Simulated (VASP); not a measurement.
ZnO, 4 atoms in the cell. It takes space group P6_3mc (No. 186, hexagonal). The conventional cell has a = 3.287 Å, b = 3.287 Å, c = 5.304 Å, α = 90.00°, β = 90.00°, γ = 120.00°. Around Zn (site symmetry 3m) lie 4 O at 2.00 to 2.01 Å. Around O (site symmetry 3m) lie 4 Zn at 2.00 to 2.01 Å. 

```yaml
Program: VASP 6.6.1
Task: Born charges and dielectric tensor
Functional: PBE
Potentials_or_basis: VASP PAW PBE potentials, release 64 (Zn, O)
Cutoff: 520 eV
k_mesh: 6 × 6 × 4
Occupations: gaussian, width 0.02 eV
Spin: no spin polarisation
Further_INCAR_settings: ALGO = Normal; EDIFF = 1e-08; IBRION = 8; NSW = 1
```

Potentials or basis: VASP PAW PBE potentials, release 64 (Zn, O).

Run with:

```console
$ cat potpaw_PBE.64/Zn/POTCAR potpaw_PBE.64/O/POTCAR > POTCAR
$ mpirun -np 4 vasp_std > vasp.out
```

Hardware: 4 MPI ranks on Intel(R) Xeon(R) Platinum 8259CL CPU @ 2.50GHz (Skylake/Cascade Lake) (shared host).

Estimate the wall time of this run.

Wall time 2.6 min on 4 MPI ranks on Intel(R) Xeon(R) Platinum 8259CL CPU @ 2.50GHz (Skylake/Cascade Lake) (shared host), peak memory 0.37 GiB a rank. Counts: scf iterations 184, k points 21.
